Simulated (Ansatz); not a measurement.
# CuO: energy above given cell and pressure against volume ratio

Results calculated with Ansatz 0.2.0, not measured. Plane-wave density functional theory, PAW datasets, Gaussian smearing 0.05 eV: equation of state, the given cell scaled in volume with shape and atoms relaxed at each volume.

The cell before it is scaled or strained:
```
cell vectors (Å)
   2.0813    -2.0822     0.1624
   2.0813     2.0822     0.1624
  -0.4048     0.0000     5.1359
atoms (fractions of the cell vectors)
Cu  0.00000  0.50000  0.00000
Cu  0.50000  0.00000  0.50000
O   0.50020  0.49980  0.25000
O   0.49980  0.50020  0.75000
```

Settings of every row: paw set soft_2; functional PBE; spin treatment collinear; moment partition spheres; spin axis none; wave cutoff 420 eV; k mesh 12x12x8; symmetry use detected.

Atom hubbard u: 0 on all atoms.

Limits: not tested for a lower state.

```
row  volume ratio  V (Å³/atom)  energy above given cell (meV per atom)  pressure (GPa)  largest site moment (μB)
  1         0.945       10.581                                       ?               ?                         ?
  2          0.96       10.749                                    8.12           6.019                         0
  3          0.98       10.973                                    1.96           2.868                     0.016
  4             1       11.197                                       0          -0.004                     0.024
  5          1.02       11.421                                    1.84          -2.596                     0.022
  6          1.04       11.645                                    7.12          -4.923                      0.01
  7          1.07       11.981                                   20.72          -7.999                         0
  8           1.1       12.317                                   40.27         -10.625                         0
```

Question: what energy above given cell and pressure should row 1 give?

Worked fit of energy above given cell. Take u = (V_r/V)^(2/3) − 1 with V_r = 11.421 Å³ an atom, which is twice the finite (Eulerian) strain; such expansions in the strain, on which the Birch-Murnaghan equation of state is built, carry the rest volume and the bulk modulus. The shown rows have u = 0.04126, 0.02704, 0.01329, 0, -0.01287, -0.03141, -0.0491. Least squares give energy above given cell = 1.846 − 276.59 × u + 10351.7 × u² + 939 × u³ meV per atom; a parabola predicts inner rows, each left out in turn, worse (root mean square 0.025 against 0.0066 meV per atom). The rows lie off it by 0.00, 0.01, 0.00, -0.01, 0.00, 0.00, 0.00. Its lowest point lies at u = 0.0133, or V = 11.2 Å³ an atom, and the curvature there gives the bulk modulus with shape and atoms relaxed, B = (4/9)(1 + u)² E″(u)/V = 136 GPa. The withheld row has u = 0.05225, so the fit gives 1.846 − 276.59 × (0.05225) + 10351.7 × (0.05225)² + 939 × (0.05225)³ = 15.79 meV per atom.

The calculation gave 15.71 meV per atom. The fit lies 0.08 meV per atom (0.2 % of the column's range) above it; its largest miss of a shown row is 0.01 meV per atom. This row lies beyond the range of the fit.

Worked fit of pressure. Take u = (V_r/V)^(2/3) − 1 with V_r = 11.421 Å³ an atom, which is twice the finite (Eulerian) strain; such expansions in the strain, on which the Birch-Murnaghan equation of state is built, carry the rest volume and the bulk modulus. The shown rows have u = 0.04126, 0.02704, 0.01329, 0, -0.01287, -0.03141, -0.0491. Least squares give pressure = −2.5885 + 188.086 × u + 498.43 × u² GPa; a straight line predicts inner rows, each left out in turn, worse (root mean square 0.36 against 0.0077 GPa). The rows lie off it by -0.001, 0.006, -0.003, -0.008, 0.004, 0.006, -0.003 (root mean square 0.0049 GPa). The pressure vanishes at u = 0.0133, or V = 11.2 Å³ an atom, and there the bulk modulus with shape and atoms relaxed is B = −V dP/dV = (2/3)(1 + u) dP/du = 136 GPa. The withheld row has u = 0.05225, so the fit gives −2.5885 + 188.086 × (0.05225) + 498.43 × (0.05225)² = 8.600 GPa.

The calculation gave 8.6 GPa. The fit meets it to the printed digit. This row lies beyond the range of the fit.

The other values of row 1: largest site moment 0 μB.
